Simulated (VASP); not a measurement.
Write the native input for VASP 6.6.1 that does the following.

```
Task                   : relaxation of cell and atoms
Functional             : vdW-DF-cx
Potentials or basis    : VASP PAW PBE potentials, release 64 (Sn_d, O)
Cutoff                 : 600 eV
k mesh                 : 6 × 6 × 8
Occupations            : fermi-dirac, width 0.05 eV
Spin                   : no spin polarisation
Further INCAR settings : ALGO = Fast; EDIFF = 1e-06; IBRION = 2; EDIFFG = -0.01; NSW = 40; ISIF = 3
```

The structure of SnO2 (Cassiterite) lies in POSCAR:

```
SnO2
1.0
    4.7380000000      0.0000000000      0.0000000000
    0.0000000000      4.7380000000      0.0000000000
    0.0000000000      0.0000000000      3.1865000000
Sn O
2 4
Direct
    0.5000000000      0.5000000000      0.5000000000
    0.0000000000      0.0000000000      0.0000000000
    0.8071000000      0.1929000000      0.5000000000
    0.6929000000      0.6929000000      0.0000000000
    0.1929000000      0.8071000000      0.5000000000
    0.3071000000      0.3071000000      0.0000000000
```

These files were run (other wordings do the same):

INCAR

```
SYSTEM = SnO2
PREC = Accurate
ENCUT = 600
EDIFF = 1E-6
ISMEAR = -1
SIGMA = 0.05
LREAL = .False.
LASPH = .True.
NELM = 60
ALGO = Fast
ISIF = 3
LWAVE = .False.
LCHARG = .False.
GGA = CX
LUSE_VDW = .True.
AGGAC = 0.0
IBRION = 2
NSW = 40
EDIFFG = -0.01
```

KPOINTS

```
regular mesh
0
Gamma
  6 6 8
  0 0 0
```

Potentials or basis: VASP PAW PBE potentials, release 64 (Sn_d, O).

Launch:

```bash
$ cat potpaw_PBE.64/Sn_d/POTCAR potpaw_PBE.64/O/POTCAR > POTCAR
$ mpirun -np 1 vasp_std > vasp.out
```

Results of the run:

The relaxed volume is 12.26 Å³/atom. The relaxed cell is a = 4.775 Å, b = 4.775 Å, c = 3.226 Å, α = 90.00°, β = 90.00°, γ = 90.00° and the space group after relaxing (to 0.05 Å) is P4_2/mnm (No. 136). The energy gained by relaxing is 7.5 meV/atom and the ionic steps are 5. The pressure after relaxing is 0.1 GPa and the largest force after relaxing is 0.005 eV/Å. The band gap on the k mesh is 0.90 eV, direct.

Caveat: the PAW data sets were made with another functional, which shifts forces and pressure a little; spin-orbit coupling is left out, which moves the levels of the heavy elements.

Run time: 8.1 min on 1 thread of Intel(R) Xeon(R) 6975P-C (Granite Rapids) (shared host), peak memory 0.54 GiB.
